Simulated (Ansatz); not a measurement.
## InP under strain: In-115 NMR of the central transition

Cell: a COD entry, relaxed with PBE at fixed cell and then changed (z stretched by 3 %, ions relaxed).

```yaml
crystal:
  lattice:
    - [0.00000, 2.93435, 3.02238]
    - [2.93435, 0.00000, 3.02238]
    - [2.93435, 2.93435, 0.00000]
  atoms:
    - { symbol: In, position: [0.00000, 0.00000, 0.00000] }
    - { symbol: P, position: [0.25000, 0.25000, 0.25000] }
```

Atoms are numbered from 1 in the order listed; like atoms form one site, named after its first atom.

Method: Kohn–Sham DFT in Ansatz, PBE, plane waves and PAW, scalar-relativistic, 420 eV cutoff, Γ-centred 13×13×13 k-points, Fermi–Dirac smearing 0.02 eV.

In-115 has I = 9/2 and Q = 772.0 mb (Pyykkö 2018); at 11.7 T its Larmor frequency is ν₀ = 109.8 MHz (from the bare nuclear moment; shielding lowers the observed one by a per cent or two). Only the quadrupole interaction is simulated: positions count from each site's isotropic chemical shift, and J coupling is left out, as are shift anisotropy and dipolar coupling, which fast spinning averages.

Question: Simulate the second-order pattern (fast magic-angle spinning, Gaussian broadening 0.4 kHz) of site In (4 P at 2.57 Å).

Answer: The calculation gives C_Q = -21.2 MHz and η = 0.00, so ν_Q = 0.885 MHz and the centre of gravity lies at -52.0 ppm (-5.71 kHz).

offset (kHz), height and a bar:
```
   -14.77          0 
   -14.19          4 #
   -13.60          6 ##
   -13.02          6 ##
   -12.44          6 ##
   -11.85          6 ##
   -11.27          7 ##
   -10.69          7 ##
   -10.11          7 ##
    -9.52          9 ###
    -8.94         79 ########################
    -8.36         74 ######################
    -7.78         53 ################
    -7.19         47 ##############
    -6.61         44 #############
    -6.03         43 #############
    -5.44         43 #############
    -4.86         45 #############
    -4.28         47 ##############
    -3.70         53 ################
    -3.11         64 ###################
    -2.53        100 ##############################
    -1.95         85 ##########################
    -1.37          1
```

An axis of threefold or higher order runs through In, so V_zz lies along it and η is zero.

Without spin–orbit coupling (the program notes it for In) the gradients can shift somewhat, as the gap is small. With a gap of 0.5 eV on this mesh, the gradients can still move by some per cent as the k-mesh gets denser.
